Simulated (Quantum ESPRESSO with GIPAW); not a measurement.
# 29Si and 17O NMR of SiO2, calculated

Wanted: NMR shieldings for each site of SiO2.

Method: DFT, PBEsol, plane-wave PAW (pslibrary 1.0.0 recipes), scalar-relativistic, GIPAW; a patched development version of the program, in Quantum ESPRESSO with GIPAW 8.0dev (patched build).

**1. Set-up**

Symmetry: I-42d, No. 122, tetragonal system. The conventional cell has a = 4.748 Å, b = 4.748 Å, c = 7.488 Å, α = 90.00°, β = 90.00°, γ = 90.00°. Si has 4 O at 1.62 Å nearest. Nearest to O lie 2 Si at 1.62 Å. Farther neighbours and most contacts between anions are not listed.

The cell is an entry of the Crystallography Open Database; it need not be the form that is stable at ambient conditions.

A relaxation of the atoms beforehand (Quantum ESPRESSO with GIPAW) moved none by more than 0.003 Å.

**2. Ground state**

The shielding is a linear response of the occupied states, which this run provides. It is converged far beyond what an energy needs, since the response uses the wavefunctions themselves. No empty states are asked for: the response is solved without them. The mesh has a spacing of 0.32 Å⁻¹ at most. The PAW files were made with ld1.x from the pslibrary 1.0.0 recipes, with GIPAW reconstruction switched on.

Contents of scf.in:

```
&control
  calculation = 'scf'
  prefix = 'x'
  outdir = './tmp/'
  pseudo_dir = './'
/
&system
  ibrav = 0
  nat = 6
  ntyp = 2
  ecutwfc = 55
  ecutrho = 330
  nbnd = 16
/
&electrons
  conv_thr = 1.0d-10
  mixing_beta = 0.7
  electron_maxstep = 100
/
ATOMIC_SPECIES
  Si 28.085 Si.pbesol-n-kjpaw_psl.1.0.0-gipaw.UPF
  O 15.999 O.pbesol-n-kjpaw_psl.1.0.0-gipaw.UPF
CELL_PARAMETERS angstrom
  -2.37405000 2.37405000 3.74400000
  2.37405000 -2.37405000 3.74400000
  2.37405000 2.37405000 -3.74400000
ATOMIC_POSITIONS crystal
  Si 0.75000000 0.25000000 0.50000000
  Si 0.00000000 0.00000000 0.00000000
  O 0.87500000 0.00162000 0.62662000
  O 0.75162000 0.12500000 0.12662000
  O 0.37500000 0.24838000 0.37338000
  O 0.99838000 0.62500000 0.87338000
K_POINTS automatic
  6 6 6 0 0 0
```

Started as:

```console
mpirun -np 4 pw.x -nk 4 -in scf.in > scf.out
```

The log of the run:

```text
using ibrav=0 with symmetry is DISCOURAGED, use correct ibrav instead

     bravais-lattice index     =            0
     lattice parameter (alat)  =       9.5032  a.u.
     unit-cell volume          =     569.6029 (a.u.)^3
     number of atoms/cell      =            6
     number of atomic types    =            2
     number of electrons       =        32.00
     number of Kohn-Sham states=           16
     kinetic-energy cutoff     =      55.0000  Ry
     charge density cutoff     =     330.0000  Ry
     scf convergence threshold =      1.0E-10
     mixing beta               =       0.7000
     number of iterations used =            8  plain     mixing
     Exchange-correlation= SLA-PW-PSX-PSC
                           (   1   4  10   8   0   0   0)
[...]
Si                4.00    28.08500     Si( 1.00)
     O                 6.00    15.99900     O ( 1.00)

      8 Sym. Ops. (no inversion) found ( 4 have fractional translation)
[...]
number of k points=    30
[...]
Dense  grid:    57593 G-vectors     FFT dimensions: (  60,  60,  60)

     Smooth grid:    31369 G-vectors     FFT dimensions: (  48,  48,  48)

     Check: negative core charge=   -0.000003

     Initial potential from superposition of free atoms

     starting charge      31.9989, renormalised to      32.0000
     Starting wfcs are   24 randomized atomic wfcs

     Self-consistent Calculation

     iteration #  1     ecut=    55.00 Ry     beta= 0.70
     Davidson diagonalization with overlap
     ethr =  1.00E-02,  avg # of iterations =  2.0

     total energy              =    -255.21098593 Ry
     estimated scf accuracy    <       1.89422006 Ry

     iteration #  2     ecut=    55.00 Ry     beta= 0.70
     Davidson diagonalization with overlap
     ethr =  5.92E-03,  avg # of iterations =  6.1

     total energy              =    -256.42829321 Ry
     estimated scf accuracy    <       0.74642931 Ry

     iteration #  3     ecut=    55.00 Ry     beta= 0.70
     Davidson diagonalization with overlap
     ethr =  2.33E-03,  avg # of iterations =  2.4

     total energy              =    -256.39067631 Ry
     estimated scf accuracy    <       0.22727579 Ry

[...]
c_bands:  1 eigenvalues not converged
     c_bands:  1 eigenvalues not converged
     c_bands: 14 eigenvalues not converged on the other pools
[...]
c_bands:  2 eigenvalues not converged
     c_bands:  3 eigenvalues not converged
     c_bands: 7 eigenvalues not converged on the other pools
[...]
total energy              =    -256.59157274 Ry
[...]
iteration # 39     ecut=    55.00 Ry     beta= 0.70
     Davidson diagonalization with overlap
     ethr =  7.57E-13,  avg # of iterations =  1.0

     total energy              =    -256.59157274 Ry
     estimated scf accuracy    <          1.5E-10 Ry

     iteration # 40     ecut=    55.00 Ry     beta= 0.70
     Davidson diagonalization with overlap
     ethr =  4.58E-13,  avg # of iterations =  5.0

     End of self-consistent calculation
     [one-electron energies left out]

!    total energy              =    -256.59157274 Ry
     total all-electron energy =     -1758.805061 Ry
     estimated scf accuracy    <          6.2E-11 Ry

     The total energy is the sum of the following terms:
     one-electron contribution =     -84.42377162 Ry
     hartree contribution      =      58.97144939 Ry
     xc contribution           =     -42.38771715 Ry
     ewald contribution        =     -82.95794065 Ry
     one-center paw contrib.   =    -105.79359270 Ry

     convergence has been achieved in  40 iterations
[...]
JOB DONE.
```

The job ended after 1.7 min (4 MPI ranks of Arm Neoverse V1, shared host; peak memory 0.62 GiB; 6.8 min of CPU time).

It converged in 40 cycles to an estimated accuracy of 6e-11 Ry, on 30 irreducible k-points.

**3. Shieldings**

The job finds the current that a weak uniform field induces (applied as a long wave, q_gipaw) and the field that this current makes at each nucleus. On atoms with p or d valence electrons much of the paramagnetic part arises close to the nucleus, where the PAW partial waves rebuild the true states. pawproj makes the reconstruction use the PAW data sets' own projectors.

Contents of nmr.in:

```
&inputgipaw
  job = 'nmr'
  prefix = 'x'
  tmp_dir = './tmp/'
  restart_mode = 'from_scratch'
  verbosity = 'low'
  q_gipaw = 0.01
  spline_ps = .true.
  conv_threshold = 1.0d-11
  use_nmr_macroscopic_shape = .false.
  pawproj(1) = .true.
  pawproj(2) = .true.
/
```

Started as:

```console
mpirun -np 4 gipaw.x -in nmr.in > nmr.out
```

The log of the run:

```text
[banner, memory and clock lines left out]
[a note of our patched build left out]

     Parallelizing q-star over 1 images

     IMPORTANT: XC functional enforced from input :
     Exchange-correlation= PBESOL
                           (   1   4  10   8   0   0   0)
     Any further DFT definition will be discarded
     Please, verify this is what you really want

     Check: negative core charge=   -0.000003
[...]
alpha_pv=     38.0883 eV

     spline_ps is .false., expect some extrapolation errors

     q-space interpolation up to    66.00 Rydberg

     GIPAW job: nmr
     NMR macroscopic correction: no
[...]
Computing the magnetic susceptibility     isolve=0    ethr=  0.1000E-10
     Starting from scratch
     k-point #    1 of    30      pool #  1    cpu time:       1.0
[...]
End of magnetic susceptibility calculation

     f-sum rule (1st term):
           -30.1560         -0.0000          0.0000
             0.0000        -30.1560         -0.0000
             0.0000         -0.0000        -30.1598

     f-sum rule (2nd term):
            -0.6937         -0.0000          0.0000
            -0.0000         -0.6937          0.0000
            -0.0000          0.0000         -0.6900

     f-sum rule (should be   -30.8481):
           -30.8497         -0.0000          0.0000
             0.0000        -30.8497         -0.0000
             0.0000         -0.0000        -30.8497

[... susceptibilities left out ...]
     Contributions to the NMR chemical shifts: -------------------------------

     Macroscopic shape contribution in ppm:                    0.00
             0.0000          0.0000          0.0000
             0.0000          0.0000          0.0000
             0.0000          0.0000          0.0000

     Core contribution in ppm:

     Atom  1  Si  pos: (  0.000000  0.472082  0.372249)  core sigma:         836.91
     Atom  2  Si  pos: (  0.000000  0.000000  0.000000)  core sigma:         836.91
     Atom  3  O   pos: ( -0.116491  0.708123  0.186124)  core sigma:         270.50
     Atom  4  O   pos: ( -0.236041  0.355591  0.558373)  core sigma:         270.50
     Atom  5  O   pos: (  0.116491  0.236041  0.186124)  core sigma:         270.50
     Atom  6  O   pos: (  0.236041  0.588573  0.558373)  core sigma:         270.50

     Bare contribution in ppm:

     Atom  1  Si  pos: (  0.000000  0.472082  0.372249)  bare sigma:         -26.94
[...]
Atom  2  Si  pos: (  0.000000  0.000000  0.000000)  bare sigma:         -26.94
[...]
Atom  3  O   pos: ( -0.116491  0.708123  0.186124)  bare sigma:          58.76
[...]
Atom  4  O   pos: ( -0.236041  0.355591  0.558373)  bare sigma:          58.76
[...]
Atom  5  O   pos: (  0.116491  0.236041  0.186124)  bare sigma:          58.76
[...]
Atom  6  O   pos: (  0.236041  0.588573  0.558373)  bare sigma:          58.76
[...]
Diamagnetic contribution in ppm:

     Atom  1  Si  pos: (  0.000000  0.472082  0.372249)  dia sigma:           1.88
[...]
Atom  2  Si  pos: (  0.000000  0.000000  0.000000)  dia sigma:           1.88
[...]
Atom  3  O   pos: ( -0.116491  0.708123  0.186124)  dia sigma:          18.41
[...]
Atom  4  O   pos: ( -0.236041  0.355591  0.558373)  dia sigma:          18.41
[...]
Atom  5  O   pos: (  0.116491  0.236041  0.186124)  dia sigma:          18.41
[...]
Atom  6  O   pos: (  0.236041  0.588573  0.558373)  dia sigma:          18.41
[...]
Paramagnetic contribution in ppm:

     Atom  1  Si  pos: (  0.000000  0.472082  0.372249)  para sigma:        -388.54
[...]
Atom  2  Si  pos: (  0.000000  0.000000  0.000000)  para sigma:        -388.54
[...]
Atom  3  O   pos: ( -0.116491  0.708123  0.186124)  para sigma:          62.06
[...]
Atom  4  O   pos: ( -0.236041  0.355591  0.558373)  para sigma:          62.06
[...]
Atom  5  O   pos: (  0.116491  0.236041  0.186124)  para sigma:          62.06
[...]
Atom  6  O   pos: (  0.236041  0.588573  0.558373)  para sigma:          62.06
[...]
Paramagnetic US occ-occ contribution in ppm:

     Atom  1  Si  pos: (  0.000000  0.472082  0.372249)  para_oo sigma:          -3.42
[...]
Atom  2  Si  pos: (  0.000000  0.000000  0.000000)  para_oo sigma:          -3.42
[...]
Atom  3  O   pos: ( -0.116491  0.708123  0.186124)  para_oo sigma:          -2.17
[...]
Atom  4  O   pos: ( -0.236041  0.355591  0.558373)  para_oo sigma:          -2.17
[...]
Atom  5  O   pos: (  0.116491  0.236041  0.186124)  para_oo sigma:          -2.17
[...]
Atom  6  O   pos: (  0.236041  0.588573  0.558373)  para_oo sigma:          -2.17
[...]
Paramagnetic US L_R Q_R contribution in ppm:

     Atom  1  Si  pos: (  0.000000  0.472082  0.372249)  para_lq sigma:           1.83
[...]
Atom  2  Si  pos: (  0.000000  0.000000  0.000000)  para_lq sigma:           1.83
[...]
Atom  3  O   pos: ( -0.116491  0.708123  0.186124)  para_lq sigma:        -202.76
[...]
Atom  4  O   pos: ( -0.236041  0.355591  0.558373)  para_lq sigma:        -202.76
[...]
Atom  5  O   pos: (  0.116491  0.236041  0.186124)  para_lq sigma:        -202.76
[...]
Atom  6  O   pos: (  0.236041  0.588573  0.558373)  para_lq sigma:        -202.76
[...]
Total NMR chemical shifts in ppm: ---------------------------------------
     (adopting the Simpson convention for anisotropy and asymmetry)-----------

     Atom  1  Si  pos: (  0.000000  0.472082  0.372249)  Total sigma:         421.73
           419.4808         18.7690         -0.0000
           -18.7690        419.4808          0.0000
            -0.0000         -0.0000        426.2323

     Si      1    anisotropy:      6.75    eta:    0.0000
[...]
Atom  2  Si  pos: (  0.000000  0.000000  0.000000)  Total sigma:         421.73
[... its tensor is left out ...]
     Atom  3  O   pos: ( -0.116491  0.708123  0.186124)  Total sigma:         204.80
           178.9628          0.0000          0.0000
             0.0000        230.2540        -38.1483
             0.0000        -36.1967        205.1831

     O       3    anisotropy:     78.22    eta:    0.0091
[...]
Atom  4  O   pos: ( -0.236041  0.355591  0.558373)  Total sigma:         204.80
[... its tensor is left out ...]
     Atom  5  O   pos: (  0.116491  0.236041  0.186124)  Total sigma:         204.80
[... its tensor is left out ...]
     Atom  6  O   pos: (  0.236041  0.588573  0.558373)  Total sigma:         204.80
[... its tensor is left out ...]
```

Wall time 5.8 min (4 MPI ranks); peak memory 0.38 GiB.

The f-sum rule is met to 0.0016 of 30.8 (0.005 %). Converged shieldings require that this miss be small, but a small miss does not prove them.

From the symmetric part of each tensor, with principal values σ11 ≤ σ22 ≤ σ33: σ_iso is their mean, the span is σ33 − σ11 and the skew 3(σ_iso − σ22)/span. (gipaw.x prints an anisotropy in another convention.)

| site | atom no. | atoms in cell | σ_iso (ppm) | span (ppm) | skew |
| --- | --- | --- | --- | --- | --- |
| Si | 1 | 2 | 421.7 | 6.8 | 1.00 |
| O | 3 | 4 | 204.8 | 78.5 | 0.99 |

The macroscopic shape term is switched off. For a spherical sample the valence susceptibility of this run would add about 7 ppm to every site, a rough estimate, since the susceptibility converges slowly and lacks part of the PAW terms. Differences within the crystal don't depend on it, but shieldings of different compounds can't be compared to better than a few ppm without it.

An axis of order three or more runs through Si, so two principal values coincide and the skew is ±1. In this run the largest span is that of O (site symmetry 2), with principal values 178.5, 179.0 and 256.9 ppm.

17O also has a quadrupolar coupling here. It is not given: on PAW files the efg job of this gipaw.x leaves out the augmentation charge of neighbouring atoms and can miss by tens of per cent.

**4. Sites, surroundings and shifts**

Covalently bonded atoms count as neighbours within 1.18 times the sum of their radii. Otherwise a cation's neighbours lie within 1.2 times its shortest bond (1.3 for large cations, each anion's radius taken off where they differ), and an anion's are the cations that count it.

```csv
site,atom no.,atoms in cell,surroundings,bonds (Å),σ_iso (ppm)
Si,1,2,"SiO4, Q4",1.621,421.7
O,3,4,"bridging Si-O-Si, 138°",1.621,204.8
```

**5. What came out**

| Item | Value |
| --- | --- |
| 29Si shielding without shape term | 421.7 ppm |
| 17O shielding without shape term | 204.8 ppm |

In words: 29Si has one site (SiO4, Q4), with isotropic shielding 421.7 ppm (shape term left out). A shift needs a reference, δ = σ_ref − σ, fixed on measured compounds; for 29Si of this kind at this level too few were at hand, or they scattered too widely about a line, so none is given. No sound run at another cutoff or mesh is at hand, so convergence rests on the f-sum rule and on experience with these files. This build of gipaw.x prints that it is not audited and that its numbers are no references by themselves. It also reports spline_ps as false although the input sets it; why was not traced. pw.x warned of eigenvalues not converged in some cycles of 3 ground-state runs, which then met the threshold.

[Banner, clock, file and message-heading lines were taken out of the pw.x and gipaw.x logs.]

[Logs are printed without paths, hosts, clocks, repeated set-up lines and the standing remarks that a program may print on its own settings, such as how far it seeks lower states.]

[Hosts, paths, dates, database ids (printed as entryN), source tags and the programs' standing remarks are cut or masked in the printed files.]

[Where no reference line passes its bar on scatter, no shift is given, so a measured shift of this compound may stand uncompared.]
